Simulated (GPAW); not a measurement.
Set up this calculation in GPAW 26.7.0, as an ASE script.

| Quantity | Value |
| --- | --- |
| Task | band structure |
| Functional | LDA |
| Potentials or basis | the program's PAW data sets (release 1.2.1) made for this functional |
| Cutoff | 600 eV |
| Basis | pw |
| k mesh | 12 × 12 × 12 |
| Occupations | fermi-dirac, width 0.05 eV |
| Spin | no spin polarisation |
| Maxiter | 150 |
| Band path | GXWKGLUWLK,UX |
| Band points | 60 |

The structure of Ir lies in POSCAR:

```
Ir
1.0
    0.0000000000      1.9156000000      1.9156000000
    1.9156000000      0.0000000000      1.9156000000
    1.9156000000      1.9156000000      0.0000000000
Ir
1
Direct
    0.0000000000      0.0000000000      0.0000000000
```

These files were run (other wordings do the same):

run.py

```python
from ase.dft.bandgap import bandgap
from ase.io import read, write
from ase.units import GPa
from gpaw import GPAW, PW

atoms = read('POSCAR')

calc = GPAW(mode=PW(600),
            xc='LDA',
            kpts={'size': (12, 12, 12), 'gamma': True},
            occupations={'name': 'fermi-dirac', 'width': 0.05},
            nbands=16,
            convergence={'density': 1e-05, 'energy': 1e-05},
            maxiter=150,
            txt='gpaw.txt')
atoms.calc = calc
energy = atoms.get_potential_energy()
forces = atoms.get_forces()
stress = atoms.get_stress()
calc.write('gs.gpw')
write('result.traj', atoms)
print(f'Energy: {energy:.6f} eV')
print('Forces (eV/A):')
print(forces.round(4))
print('Stress (GPa):', (stress / GPa).round(3))
print('Fermi level:', round(calc.get_fermi_level(), 4), 'eV')
print(f'Gap: {bandgap(calc)[0]:.4f} eV, direct: {bandgap(calc, direct=True)[0]:.4f} eV')

path = atoms.cell.bandpath('GXWKGLUWLK,UX', npoints=60, eps=1e-4)
bs_calc = calc.fixed_density(kpts=path, symmetry='off', nbands=24,
                             convergence={'bands': 'CBM+6.0', 'eigenstates': 1e-6}, txt='bands.txt')
bs = bs_calc.band_structure()
bs.write('bs.json')
print(f'Gap on the path: {bandgap(bs_calc)[0]:.4f} eV')
```

Potentials or basis: the program's PAW data sets (release 1.2.1) made for this functional, pw.

Run with:

```bash
$ OMP_NUM_THREADS=1 python run.py
```

It gave:

* Pressure: -8.8 GPa
* Band gap along the path: none (metal or under the smearing width)

Caveat: spin-orbit coupling is left out, which moves the levels of the heavy elements.

Wall time 12 s on 1 thread of Intel(R) Xeon(R) Platinum 8488C (Sapphire Rapids) (shared host), peak memory 0.16 GiB.
